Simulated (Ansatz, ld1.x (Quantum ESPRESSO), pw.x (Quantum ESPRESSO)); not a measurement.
From atom to crystal: TM potential for Hg

ld1.x (Quantum ESPRESSO) 7.5 input, shortened:

```
&input
   title='Hg', zed=80., rel=1, dft='PBE', iswitch=3,
   config='[Xe] 4f14 5d10 6s2 6p0'
 /
 &inputp
   pseudotype=2, tm=.true., lloc=0,
   nlcc=.false.
 /
3
6P  2  1   0.00   0.00  3.05  3.05  0.0
5D  3  2  10.00   0.00  1.55  1.55  0.0
6S  1  0   2.00   0.00  2.30  2.30  0.0
 &test
   configts(1)='5d10 6s2 6p0'
 /
```

Atomic tests: cutoffs needed: 50 Ry and 80 Ry (the cutoffs (Ry, on a coarse ladder) from which the occupation-weighted sum of valence levels, in a spherical-Bessel basis at the reference potential, stays within 10 and 1 mRy of its value at 400 Ry); ghost test: no extra level below or beside the all-electron valence levels (p, d, s, f tested) (spherical-Bessel basis up to 400 Ry, 20 bohr box); largest excitation error: -60 meV (all-electron minus pseudo) for 5d9 6s2 6p0, out of 7 test configurations.

Crystal test: fcc Hg in pw.x 7.5, no spin, 11³ k-points, Fermi–Dirac smearing 0.01 Ry, cutoffs 100/400 Ry. The reference is all-electron LAPW (Ansatz 0.2.0) with the same functional, mesh and smearing; V0 and B0 come from Birch–Murnaghan fits to the pressures at five volumes. Errors are pseudo minus all-electron; Δ is the rms difference of the E(V) curves that follow from these fits, minima aligned, over ±6 % about the mean V0. Mesh and smearing are coarse, so the numbers serve the comparison and aren't converged zero-temperature values; the lattice is a test structure that the element need not adopt.

All-electron: a0 = 4.988 Å (V0 = 31.03 Å³/atom), B0 = 3.7 GPa.

Task: How far does the potential miss the all-electron equation of state?

Result: mean pressure error (GPa): +0.14; a0 (Å): 5.040; a0 error (%): +1.04; B0 error (%): +15.3; Δ (meV/atom): 0.9. This is a poor potential for the solid.

```
V (Å³/atom)  P all-electron (GPa)  P pseudo (GPa)
     29.353                  0.22            0.41
     30.126                  0.11            0.27
     30.898                  0.02            0.16
     31.670                 -0.07            0.05
     32.443                 -0.16           -0.06
```

Task: At the middle volume, how do free energy and pressure move when the wave cutoff is lowered (ecutrho kept at four times it)?

Result:

| cutoff (Ry) | shift of F (meV/atom) | shift of P (GPa) |
| --- | --- | --- |
| 45 | +149.5 | -6.72 |
| 60 | +28.0 | -0.05 |
| 80 | +6.4 | -0.21 |

Input at the middle volume:

```
&control
  calculation='scf', prefix='x', pseudo_dir='./', outdir='./tmp', tstress=.true., disk_io='none'
/
&system
  ibrav=0, nat=1, ntyp=1, ecutwfc=100, ecutrho=400, nbnd=14,
  occupations='smearing', smearing='fd', degauss=0.01
/
&electrons
  conv_thr=1e-09, mixing_beta=0.4, electron_maxstep=70
/
ATOMIC_SPECIES
Hg 1.0 Hg.UPF
CELL_PARAMETERS angstrom
  0.00000000 2.49057787 2.49057787
  2.49057787 0.00000000 2.49057787
  2.49057787 2.49057787 0.00000000
ATOMIC_POSITIONS crystal
Hg 0.0000 0.0000 0.0000
K_POINTS automatic
11 11 11 0 0 0
```

```bash
pw.x < Hg.scf.in > Hg.scf.out
```

Lines of the output:

```
Message from routine setup:
     using ibrav=0 with symmetry is DISCOURAGED, use correct ibrav instead
     lattice parameter (alat)  =       6.6560  a.u.
     unit-cell volume          =     208.5100 (a.u.)^3
     number of electrons       =        12.00
     number of Kohn-Sham states=           14
     kinetic-energy cutoff     =     100.0000  Ry
     charge density cutoff     =     400.0000  Ry
     scf convergence threshold =      1.0E-09
     Exchange-correlation= PBE
     number of k points=    56  Fermi-Dirac smearing, width (Ry)=  0.0100
     iteration #  1     ecut=   100.00 Ry     beta= 0.40
     total energy              =     -82.59658865 Ry
     estimated scf accuracy    <       0.00303454 Ry
     iteration #  2     ecut=   100.00 Ry     beta= 0.40
     total energy              =     -82.59695210 Ry
     estimated scf accuracy    <       0.00023114 Ry
     iteration #  3     ecut=   100.00 Ry     beta= 0.40
     total energy              =     -82.59698882 Ry
     estimated scf accuracy    <       0.00003862 Ry
     iteration #  4     ecut=   100.00 Ry     beta= 0.40
     total energy              =     -82.59699114 Ry
     estimated scf accuracy    <       0.00000013 Ry
     iteration #  5     ecut=   100.00 Ry     beta= 0.40
     total energy              =     -82.59699119 Ry
     estimated scf accuracy    <       0.00000001 Ry
     iteration #  6     ecut=   100.00 Ry     beta= 0.40
     total energy              =     -82.59699119 Ry
     estimated scf accuracy    <          1.7E-09 Ry
     iteration #  7     ecut=   100.00 Ry     beta= 0.40
     the Fermi energy is     7.4533 ev
!    total energy              =     -82.59699119 Ry
     estimated scf accuracy    <          6.9E-10 Ry
     smearing contrib. (-TS)   =      -0.00077186 Ry
     The total energy is F=E-TS. E is the sum of the following terms:
     one-electron contribution =     -18.50311428 Ry
     hartree contribution      =      17.93245907 Ry
     xc contribution           =     -11.88653017 Ry
     ewald contribution        =     -70.13903395 Ry
     convergence has been achieved in   7 iterations
          total   stress  (Ry/bohr**3)                   (kbar)     P=        1.59
     Message from routine punch:
     Nothing written, as per user request (disk_io='none')
```

The run at the middle volume (56 k-points, 7 iterations) took about 22 s on one core of a shared host (Intel(R) Xeon(R) 6975P-C, 192 threads, 1488 GiB, load 48).
